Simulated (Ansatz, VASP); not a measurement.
# Cross-check of Co (Co(0001)) between VASP and Ansatz

Wanted: the spread between two codes on one cell, functional and k mesh. The structure shown is the start of the Ansatz relaxation below; VASP solves that cell, so the two are compared at the walk's first step.

Main program and level: Ansatz 0.2.0; plane waves, with VASP 6.6.1 beside it; single point at PBE.

## Step 1: Set-up

The cell holds 4 atoms: 4 Co. Its edges and angles: a = 2.510 Å, b = 2.510 Å, c = 24.107 Å, α = 90.0°, β = 90.0°, γ = 60.0°. Vacuum lies along c.

## Step 2: Ansatz: relaxation, PBE

Ansatz runs on its default PAW (the set named soft_2) files.

The two programs are compared at the cell with which this relaxation starts, whose forces are those of its first step.

File input.yaml:

```yaml
crystal:
  lattice:
    - [2.51, 0.0, 0.0]
    - [1.255, 2.1737237635, 0.0]
    - [0.0, 0.0, 24.10683]
  atoms:
    - { symbol: Co, position: [0.6666666667, 0.6666666667, 0.3733381784], spin: 1.7 }
    - { symbol: Co, position: [0.0, 0.0, 0.4577793928], spin: 1.7 }
    - { symbol: Co, position: [0.6666666667, 0.6666666667, 0.5422206072], spin: 1.7 }
    - { symbol: Co, position: [0.0, 0.0, 0.6266618216], spin: 1.7 }
magnetization:
  spin_polarized: true
kpoints:
  mp_grid: { grid: [12, 12, 1] }
hamiltonian:
  xc: pbe
scf:
  occupations: { method: fermi_dirac, width: 0.1 }
  convergence: { dr2_threshold: 1.0e-08 }
efield:
  axis: 3
  dipole_correction: true
  ramp_position: 0.97
  ramp_width: 0.06
relax:
  f_tol: 0.02
  max_steps: 60
  constraints: [{ sites: [0, 1] }]
output:
  write_potential: true
  write_density: true
  volumetric_format: npy
```

Launch:

```console
$ ansatz run input.yaml --threads 4 --pin off --max-ram 16384MiB --backend cpu --events-out ev --progress --plain --runs-dir out
```

Numbers of over 12 decimals in the logs are rounded to 6 here.

Log:

```text
Engine: ansatz 0.2.0, aarch64-unknown-linux-gnu
Pseudopotentials: kind: paw
Pseudopotential: Co, paw, valence charge 17, recommended cutoff 420 eV (normal), Co.paw.azcp
Functional definition: PBE
  parameter kappa = 0.804
  parameter beta = 0.066725
  exchange = pbe_x(kappa = kappa, mu = beta*pi^2/3)
  correlation = pbe_c(beta = beta)
Crystal: 4 atoms, lattice volume = 131.528 Å³
Basis set: ecut = 420 eV, 2559 PW (Γ), exchange–correlation on 36×36×324 points (8 copies of the dense FFT grid, shifted against one another)
Bands: 45, of which v1, the nominal top of the filled ones, is band 34 counted from 1 (33 counted from 0)
Symmetry: 6 space group operations
k-points: 19 of 144 (time reversal used)
Non-local potential: Co, projectors of the file, l = 0: 3, l = 1: 2, l = 2: 3, l = 3: 1
PAW form: soft (Blöchl's): semilocal exchange-correlation on the pseudo side does not see the compensation charge
PAW one-centre angular grid: Co, 590 points (default); XC on 64 Gauss nodes
Initial density: superposition of atomic densities (neutral atoms: chi_scale 0, normalization atom)
Starting moments: Σ|m| = 6.8 μB on 4 of 4 sites
Initial wavefunctions: pseudopotential atomic-orbital guess
Functional: x = pbe(κ = 0.804, μ = 0.219515), c = pbe(β = 0.066725)
SCF iter   1: F=—  HF=-20501.283179 eV  |F-HF|=—  |Δ(HF+E_count)|=         —  Δρ=4.96e-2 (↑1.05e-2 ↓4.96e-2)  dr2=5.44e0  dr2_m=7.36e-1  M=6.870 μB ∫|m|=7.076 μB  β_m=1.00  ethr=3.10e-3  p=0.000 e·Å  D=5.04e-13 V/Å  ΔV_dip=-0.00 eV  dr2_dipole=6.91e-14  V_vac-E_F(+/−)=7.43/7.43 eV  ⟨swp⟩=11.6  Hψ=9064  notcnv=0  defer=12
Mixer restart at iter 1: flushing history
efield: sawtooth ramp at fractional position 0.9700 (set: `efield.ramp_position`, or a place that a band, a saddle search or an elastic batch's reference lends), width 0.0600; the density the first Hamiltonian is built on has a dipole p = 0.000 e·Å; the dipole correction subtracts the counter field D = 5.04e-13 V/Å, which shifts the + side's vacuum level by -0.00 eV against the − side's; the planar-averaged density in the ramp window peaks in size at 9.3e-6 e/Å³
preconditioner: auto → LDOS  [metal: Δε(μ)=0.017 eV  Ē_g=6.887 eV  σ=0.100 eV  W_gap=0.04  n_scr=18 (ndim 8)  ℏωp=19.4 eV  f_vac=0.597  D(μ)=4.76/eV (n_scr^D=18)]
spin=Collinear: LDOS preconditioning applied to the charge; magnetization (m = ρ↑ − ρ↓) channel mixes plain (no charge-response kernel on spin).
SCF iter   2: F=—  HF=-20500.677815 eV  |F-HF|=—  |Δ(HF+E_count)|=   6.05e-1  Δρ=1.21e-2 (↑1.21e-2 ↓7.84e-3)  dr2=4.83e-1  dr2_m=7.43e-2  M=6.898 μB ∫|m|=7.367 μB  β_m=0.34  ethr=3.10e-3  p=-0.000 e·Å  D=-2.46e-5 V/Å  ΔV_dip=0.00 eV  dr2_dipole=1.91e-7  V_vac-E_F(+/−)=6.53/6.53 eV  ⟨swp⟩=2.7  Hψ=3071  notcnv=0  defer=51
density mixer auto → msr1: a metal under ldos (density of states about μ 3.22 of a free-electron gas's, 18 screened modes)
SCF iter   3: F=—  HF=-20501.994777 eV  |F-HF|=—  |Δ(HF+E_count)|=    1.32e0  Δρ=4.76e-3 (↑4.76e-3 ↓4.65e-3)  dr2=9.37e-2  dr2_m=1.60e-2  M=6.919 μB ∫|m|=7.458 μB  β_m=0.48  ethr=7.10e-4  p=-0.000 e·Å  D=-4.93e-6 V/Å  ΔV_dip=0.00 eV  dr2_dipole=8.08e-8  V_vac-E_F(+/−)=5.92/5.92 eV  ⟨swp⟩=2.9  Hψ=2992  notcnv=0  defer=51
SCF iter   4: F=—  HF=-20502.978219 eV  |F-HF|=—  |Δ(HF+E_count)|=         —  Δρ=5.17e-3 (↑5.17e-3 ↓2.79e-3)  dr2=4.72e-2  dr2_m=7.71e-3  M=6.980 μB ∫|m|=7.615 μB  β_m=0.48  ethr=1.38e-4  p=0.000 e·Å  D=1.00e-6 V/Å  ΔV_dip=-0.00 eV  dr2_dipole=3.72e-8  V_vac-E_F(+/−)=5.27/5.27 eV  ⟨swp⟩=3.2  Hψ=3763  notcnv=0  defer=53
SCF iter   5: F=—  HF=-20503.130186 eV  |F-HF|=—  |Δ(HF+E_count)|=   1.52e-1  Δρ=2.48e-3 (↑1.51e-3 ↓2.48e-3)  dr2=1.24e-2  dr2_m=1.57e-3  M=6.908 μB ∫|m|=7.565 μB  β_m=0.64  ethr=6.94e-5  p=0.000 e·Å  D=1.27e-6 V/Å  ΔV_dip=-0.00 eV  dr2_dipole=5.37e-10  V_vac-E_F(+/−)=5.11/5.11 eV  ⟨swp⟩=2.2  Hψ=3111  notcnv=0  defer=53
SCF iter   6: F=—  HF=-20503.154936 eV  |F-HF|=—  |Δ(HF+E_count)|=   2.48e-2  Δρ=1.15e-3 (↑8.50e-4 ↓1.15e-3)  dr2=3.50e-3  dr2_m=1.52e-4  M=6.880 μB ∫|m|=7.545 μB  β_m=0.80  ethr=1.83e-5  p=0.000 e·Å  D=2.95e-6 V/Å  ΔV_dip=-0.00 eV  dr2_dipole=6.98e-9  V_vac-E_F(+/−)=5.04/5.04 eV  ⟨swp⟩=2.1  Hψ=2807  notcnv=0  defer=53
SCF iter   7: F=—  HF=-20503.158756 eV  |F-HF|=—  |Δ(HF+E_count)|=   3.82e-3  Δρ=5.96e-4 (↑5.02e-4 ↓5.96e-4)  dr2=1.26e-3  dr2_m=2.25e-5  M=6.862 μB ∫|m|=7.535 μB  β_m=0.70  ethr=5.15e-6  p=-0.000 e·Å  D=-6.61e-6 V/Å  ΔV_dip=0.00 eV  dr2_dipole=4.71e-8  V_vac-E_F(+/−)=5.00/5.00 eV  ⟨swp⟩=2.4  Hψ=3309  notcnv=0  defer=55
SCF iter   8: F=—  HF=-20503.158660 eV  |F-HF|=—  |Δ(HF+E_count)|=   9.67e-5  Δρ=1.88e-4 (↑1.88e-4 ↓1.66e-4)  dr2=7.45e-5  dr2_m=6.98e-6  M=6.861 μB ∫|m|=7.536 μB  β_m=0.70  ethr=1.85e-6  p=0.000 e·Å  D=1.90e-6 V/Å  ΔV_dip=-0.00 eV  dr2_dipole=1.38e-10  V_vac-E_F(+/−)=4.99/4.99 eV  ⟨swp⟩=2.4  Hψ=3092  notcnv=0  defer=56
[...]
SCF iter   5: F=—  HF=-20503.182484 eV  |F-HF|=—  |Δ(HF+E_count)|=   8.94e-6  Δρ=5.34e-5 (↑5.34e-5 ↓3.33e-5)  dr2=7.93e-7  dr2_m=2.13e-6  M=6.836 μB ∫|m|=7.501 μB  β_m=0.64  ethr=3.44e-8  p=0.002 e·Å  D=2.54e-3 V/Å  ΔV_dip=-0.06 eV  dr2_dipole=1.53e-7  V_vac-E_F(+/−)=4.93/4.99 eV  ⟨swp⟩=2.0  Hψ=2380  notcnv=0  defer=64
SCF iter   6: F=—  HF=-20503.182487 eV  |F-HF|=—  |Δ(HF+E_count)|=   3.70e-6  Δρ=2.43e-5 (↑2.43e-5 ↓7.21e-6)  dr2=7.27e-7  dr2_m=1.91e-7  M=6.836 μB ∫|m|=7.502 μB  β_m=0.65  ethr=1.17e-9  p=0.002 e·Å  D=2.57e-3 V/Å  ΔV_dip=-0.06 eV  dr2_dipole=2.86e-8  V_vac-E_F(+/−)=4.93/4.99 eV  ⟨swp⟩=3.0  Hψ=3471  notcnv=0  defer=64
SCF iter   7: F=—  HF=-20503.182487 eV  |F-HF|=—  |Δ(HF+E_count)|=   1.19e-7  Δρ=9.49e-6 (↑8.56e-6 ↓9.49e-6)  dr2=4.08e-7  dr2_m=2.71e-8  M=6.836 μB ∫|m|=7.502 μB  β_m=0.57  ethr=1.07e-9  p=0.002 e·Å  D=2.57e-3 V/Å  ΔV_dip=-0.06 eV  dr2_dipole=7.01e-8  V_vac-E_F(+/−)=4.93/4.99 eV  ⟨swp⟩=2.0  Hψ=2982  notcnv=0  defer=64
SCF iter   8: F=—  HF=-20503.182487 eV  |F-HF|=—  |Δ(HF+E_count)|=   3.91e-8  Δρ=3.66e-6 (↑3.66e-6 ↓2.36e-6)  dr2=1.56e-8  dr2_m=9.75e-9  M=6.836 μB ∫|m|=7.502 μB  β_m=0.70  ethr=6.00e-10  p=0.002 e·Å  D=2.57e-3 V/Å  ΔV_dip=-0.06 eV  dr2_dipole=9.30e-10  V_vac-E_F(+/−)=4.93/4.99 eV  ⟨swp⟩=2.4  Hψ=2856  notcnv=0  defer=64
SCF iter   9: F=—  HF=-20503.182487 eV  |F-HF|=—  |Δ(HF+E_count)|=   4.03e-8  Δρ=1.38e-6 (↑1.31e-6 ↓1.38e-6)  dr2=4.04e-9  dr2_m=1.04e-9  M=6.836 μB ∫|m|=7.502 μB  β_m=0.65  ethr=2.30e-11  p=0.002 e·Å  D=2.57e-3 V/Å  ΔV_dip=-0.06 eV  dr2_dipole=1.27e-10  V_vac-E_F(+/−)=4.93/4.99 eV  ⟨swp⟩=2.8  Hψ=3042  notcnv=0  defer=64
SCF iter  10: F=—  HF=-20503.182487 eV  |F-HF|=—  |Δ(HF+E_count)|=   7.22e-9  Δρ=1.37e-6 (↑8.82e-7 ↓1.37e-6)  dr2=1.39e-8  dr2_m=3.69e-10  M=6.836 μB ∫|m|=7.502 μB  β_m=0.67  ethr=5.94e-12  p=0.002 e·Å  D=2.57e-3 V/Å  ΔV_dip=-0.06 eV  dr2_dipole=4.02e-9  V_vac-E_F(+/−)=4.93/4.99 eV  ⟨swp⟩=2.8  Hψ=3515  notcnv=0  defer=64
SCF iter  11: F=-20503.182487 eV  HF=-20503.182487 eV  |F-HF|=5.18e-9  |Δ(HF+E_count)|=   2.51e-9  Δρ=8.80e-7 (↑3.13e-7 ↓8.80e-7)  dr2=4.60e-9  dr2_m=2.09e-10  M=6.836 μB ∫|m|=7.502 μB  ethr=5.94e-12  p=0.002 e·Å  D=2.57e-3 V/Å  ΔV_dip=-0.06 eV  dr2_dipole=1.32e-9  V_vac-E_F(+/−)=4.93/4.99 eV  ⟨swp⟩=7.0  Hψ=9563  notcnv=0
SCF 4 converged in 11 iterations: F = -20503.182487 eV  dr2 = 4.60e-9
relax step   4: F+E_penalty+E_count = -20503.18248727 eV  Δ(F+E_penalty+E_count) = -2.578e-4 eV  max|allowed force component| = 6.602e-3 eV/Å  Δτ_max = 0.0084 Å  (11 SCF iters, accepted)
NSCF: frozen V_eff on 19 k-points
the band table was solved once a step of the walk had ended and its energy, with any forces and stress, was formed, with the checks that follow a solve (9233 applications of the Hamiltonian). They found nothing against the state; the energy, forces and stress were not computed again (output.eigenvalues in the input reference)
WARN: The output density's exchange-correlation potential varies sharply where the density is thin. Do not read a vacuum level from v_tot or v_xc, or from such a field of the output density. On a cell that repeats whose density bears no net charge and no dipole along the vacuum's axis use v_es (v_loc + v_h of the components); under efield.dipole_correction with no amplitude use v_es + v_field, which holds any externa [...]
SCF converged after 11 iterations
Magnetization: 6.8365 μB (37.4182 up, 30.5818 down)
Absolute magnetization: 7.5041 μB (∫|ρ↑−ρ↓|, with the PAW one-centre terms)
Spin contamination: 0.1418 ħ² per cell (⟨S²⟩ above its minimum at these occupations)
Per-site moments (μB) at R_I (Å): [(1.819632, 1.030734), (1.757752, 1.030734), (1.742027, 1.000660), (1.792708, 1.000660)]
Free energy (F): -20503.182487 eV
Harris-Foulkes:  -20503.182487 eV  (|F-HF|=5.18e-9)
Internal energy: -20503.052780 eV  (E = F + TS)
E sigma→0 (E₀):  -20503.117634 eV
Entropy (-TS):   -0.129707 eV (-32.427 meV/atom)
Fermi energy:    2.954768 eV
Dipole field:    D = 0.002626 V/Å  (p = 0.001909 e·Å, saw-weighted, corrected)
Work function:   Φ+ = 4.9253 eV   Φ− = 4.9886 eV
Levels:          The Fermi level and band energies are counted from a zero that moves with the ramp; work functions are not
--- Per-component energies (eV) ---
  E_band       = -2041.790011
  E_kinetic    = 1808.861082
  E_local      = -151342.607085  (includes V_loc(G=0)·N_el)
  E_nonlocal   = 1821.381808
  E_hartree    = 74222.730396
  E_xc         = -632.279232
  E_vxc        = -815.577330  (∫ρ·V_xc dr)
  E_paw        = -6063.646017  (= ΣΔE_a)
  E_vpaw       = -1959.317964  (= ΣTr[D̂ρ^β])
  E_aug_tail   = 0.000301  (compensation charges beyond the density's cutoff)
  E_efield     = 0.000003  (sawtooth field / dipole correction)
  E_vefield    = 0.003157  (∫n·V_field dr)
  E_ewald      = 59682.505964
  E_smearing   = -0.129707  (= −TS)
  E_closure    = -0.000000  (closes the sum)
  Σ components = -20503.182487   (vs F -20503.182487, Δ=0.00e0)
--- Forces (eV/Å), atoms counted from 1 ---
  atom   1  Co     0.00000000     0.00000000     0.50233302
  atom   2  Co    -0.00000000     0.00000000    -0.49982607
  atom   3  Co     0.00000000    -0.00000000     0.00407533
  atom   4  Co    -0.00000000    -0.00000000    -0.00660206
  max |Σ_I F_I| component: 1.98e-5 eV/Å
--- Band table (eV; the first three rows and the last of 38) ---
  k-point 0 ↑: bands = [... 30 lower, 0.6027, 1.1317, 1.1317, 1.5257, 1.5257, 1.8851, 1.8851, 2.0257, ... 7 higher]
  k-point 1 ↑: bands = [... 30 lower, 0.6932, 1.0395, 1.1017, 1.3850, 1.5039, 1.5354, 1.7908, 1.8846, ... 7 higher]
  k-point 2 ↑: bands = [... 30 lower, 0.8036, 0.9408, 1.0332, 1.1441, 1.4384, 1.4726, 1.8810, 2.0831, ... 7 higher]
  k-point 18 ↓: bands = [... 30 lower, 3.1142, 3.7214, 3.7507, 3.8049, 3.9140, 3.9574, 8.5075, 8.8942, ... 7 higher]
--- Relaxed structure (4 steps of the walk, 4 accepted, 0 SCFs on fresh bases) ---
  F+E_penalty+E_count = -20503.18248727 eV   max|allowed force component| = 6.602e-3 eV/Å
  atoms:
    - { symbol: Co, position: [0.666667, 0.666667, 0.373338] }
    - { symbol: Co, position: [0.0, 0.0, 0.4577793928] }
    - { symbol: Co, position: [0.666667, 0.666667, 0.542627] }
    - { symbol: Co, position: [-4.105840236310963e-18, 0, 0.623327] }
```

In the SCF lines HF is the Harris–Foulkes energy and dr2 the Hartree energy of the density residual, in eV; the loop may stop once dr2 is under the threshold and the program's other checks hold. Hψ counts applications of the Hamiltonian.

[end of part 1 of 2]

[Lines on the potential files, build, host, timing and source positions are cut from VASP's logs without a mark.]

[Logs are printed without paths, hosts, clocks, repeated set-up lines and the standing remarks that a program may print on its own settings, such as how far it seeks lower states.]

[Hosts, paths, dates, database ids (printed as entryN), source tags and the programs' standing remarks are cut or masked in the printed files.]
